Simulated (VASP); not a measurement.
**A VASP 6.6.1 single-point calculation on GaN**

INCAR

```
NBANDS = 16
LASPH = .FALSE.
SIGMA = 0.02
LCHARG = .FALSE.
ENCUT = 520
GGA = PE
PREC = Accurate
EDIFF = 1E-9
LWAVE = .FALSE.
NELM = 64
ISIF = 2
LREAL = .FALSE.
ISMEAR = -1
NSW = 0
IBRION = -1
```

KPOINTS

```
KPOINTS created by Atomic Simulation Environment
0
Gamma
10 10 10
0 0 0
```

POSCAR

```
Ga N
 1.0000000000000000
     0.0000000000000000    2.2489525411000000    2.2264630156999998
     2.2489525411000000    0.0000000000000000    2.2264630156999998
     2.2489525411000000    2.2489525411000000    0.0000000000000000
 Ga  N
   1   1
Cartesian
  0.0000000000000000  0.0000000000000000  0.0000000000000000
  1.1244762705500000  1.1244762705500000  1.1132315078499999
```

The recommended PBE PAW datasets give the neutral cell 18 valence electrons.

Command

```
mpirun -np 1 vasp_std
```

OSZICAR

```
N       E                     dE             d eps       ncg     rms          rms(c)
DAV:   1     0.796406496561E+02    0.79641E+02   -0.95010E+03  3696   0.203E+03
DAV:   2    -0.859226449556E+01   -0.88233E+02   -0.82477E+02  3704   0.325E+02
DAV:   3    -0.140911441931E+02   -0.54989E+01   -0.54770E+01  3840   0.689E+01
DAV:   4    -0.141534328904E+02   -0.62289E-01   -0.62280E-01  4144   0.776E+00
DAV:   5    -0.141542050139E+02   -0.77212E-03   -0.77212E-03  3904   0.774E-01    0.778E+00
DAV:   6    -0.121208396714E+02    0.20334E+01   -0.48820E+00  4936   0.401E+01    0.268E+00
DAV:   7    -0.121317025445E+02   -0.10863E-01   -0.32721E-01  3600   0.650E+00    0.177E+00
DAV:   8    -0.121276093473E+02    0.40932E-02   -0.54550E-02  3784   0.325E+00    0.775E-01
DAV:   9    -0.121234451654E+02    0.41642E-02   -0.14609E-02  5008   0.277E+00    0.192E-01
DAV:  10    -0.121237738044E+02   -0.32864E-03   -0.15586E-03  3880   0.571E-01    0.975E-02
DAV:  11    -0.121236776508E+02    0.96154E-04   -0.28351E-04  4784   0.257E-01    0.856E-03
DAV:  12    -0.121236825509E+02   -0.49001E-05   -0.29908E-05  3832   0.520E-02    0.105E-02
DAV:  13    -0.121236823117E+02    0.23920E-06   -0.71774E-07  4056   0.151E-02    0.321E-03
DAV:  14    -0.121236822390E+02    0.72655E-07   -0.58263E-08  4456   0.267E-03    0.317E-04
DAV:  15    -0.121236822304E+02    0.86075E-08   -0.80553E-09  4000   0.740E-04    0.439E-04
DAV:  16    -0.121236822414E+02   -0.11018E-07   -0.24777E-10  2512   0.196E-04    0.353E-05
DAV:  17    -0.121236822416E+02   -0.21055E-09   -0.54224E-11  1992   0.735E-05
   1 F= -.12123682E+02 E0= -.12123682E+02  d E =-.178511E-12
```

From OUTCAR

```
k-points           NKPTS =    102   k-points in BZ     NKDIM =    102   number of bands    NBANDS=     16

   NELECT =      18.0000    total number of electrons

   dimension x,y,z NGX =    24 NGY =   24 NGZ =   24
   dimension x,y,z NGXF=    48 NGYF=   48 NGZF=   48

  energy-cutoff  :      520.00
  volume of cell :       22.52
      direct lattice vectors                 reciprocal lattice vectors
     0.000000000  2.248952541  2.226463016    -0.222325723  0.222325723  0.224571438
     2.248952541  0.000000000  2.226463016     0.222325723 -0.222325723  0.224571438
     2.248952541  2.248952541  0.000000000     0.222325723  0.222325723 -0.224571438

 k-points in reciprocal lattice and weights: KPOINTS created by Atomic Simulation Env
   0.00000000  0.00000000  0.00000000       0.001
   0.10000000  0.00000000  0.00000000       0.008
   0.20000000  0.00000000  0.00000000       0.008
   0.30000000 -0.00000000  0.00000000       0.008
   0.40000000 -0.00000000  0.00000000       0.008
   0.50000000  0.00000000  0.00000000       0.004
   0.10000000  0.10000000  0.00000000       0.002
   0.20000000  0.10000000  0.00000000       0.008
   ...

 E-fermi :   5.9398

 k-point     1 :       0.0000    0.0000    0.0000
  band No.  band energies     occupation
      1     -10.6175      2.00000
      2      -8.0027      2.00000
      3      -8.0027      2.00000
      4      -7.9916      2.00000
      5      -7.6647      2.00000
      6      -7.6641      2.00000
      7       5.4413      2.00000
      8       5.4413      2.00000
      9       5.4876      2.00000
     10       7.2839      0.00000
     11      15.8366      0.00000
     12      15.8647      0.00000
     13      15.8647      0.00000
     14      23.2799      0.00000
     15      24.3209      0.00000
     16      24.3209      0.00000

 k-point     2 :       0.1000    0.0000    0.0000
  band No.  band energies     occupation
      1     -10.5036      2.00000
      2      -7.9884      2.00000
      3      -7.9822      2.00000
      4      -7.9602      2.00000
      5      -7.6658      2.00000
      6      -7.6657      2.00000
      7       4.3634      2.00000
      8       5.3302      2.00000
      9       5.3660      2.00000
     10       8.1295      0.00000
     11      15.3564      0.00000
     12      16.0211      0.00000
     13      16.0244      0.00000
     14      23.0125      0.00000
     15      23.0580      0.00000
     16      23.3245      0.00000

 k-point     3 :       0.2000    0.0000    0.0000
  band No.  band energies     occupation
      1     -10.2147      2.00000
      2      -7.9554      2.00000
      3      -7.9481      2.00000
      4      -7.8016      2.00000
      5      -7.6651      2.00000
      6      -7.6637      2.00000
      7       2.5339      2.00000
      8       5.0569      2.00000
      9       5.1041      2.00000
     10       9.2126      0.00000
     11      14.5754      0.00000
     12      16.2654      0.00000
     13      16.3125      0.00000
     14      21.9905      0.00000
     15      22.2838      0.00000
     16      22.4521      0.00000

 ...

  Total        1.1016510      1.1016510      1.2662879      0.0000000      0.0000000     -0.0000000
  in kB       78.3697666     78.3697666     90.0817833      0.0000000      0.0000000     -0.0000000
  external PRESSURE =      82.2737722 kB  Pullay stress =       0.0000000 kB

 POSITION                                       TOTAL-FORCE (eV/Angst)
 -----------------------------------------------------------------------------------
      0.00000      0.00000      0.00000        -0.000000     -0.000000     -0.000000
      1.12448      1.12448      1.11323         0.000000      0.000000      0.000000
 -----------------------------------------------------------------------------------
    total drift:                                0.000002      0.000002      0.000001

  FREE ENERGIE OF THE ION-ELECTRON SYSTEM (eV)
  ---------------------------------------------------
  free  energy   TOTEN  =       -12.1236822416 eV

  energy  without entropy=      -12.1236822416  energy(sigma->0) =      -12.12368224
```

It converged. Results: gap between bands v and c on the k mesh 1.80 eV; least direct gap on the k mesh 1.80 eV; pressure 8.2 GPa. Band v is the last that the valence electrons fill when counted band by band, and c is the next.

For comparison, a separate PBE run of the intended cell, on usual settings and not on those above, gives a gap of 1.80 eV on its mesh and a pressure of 8.3 GPa.

The run above took about 20 s on one core of a shared host (Intel Xeon Platinum 8488C) and held 0.16 GiB at most.
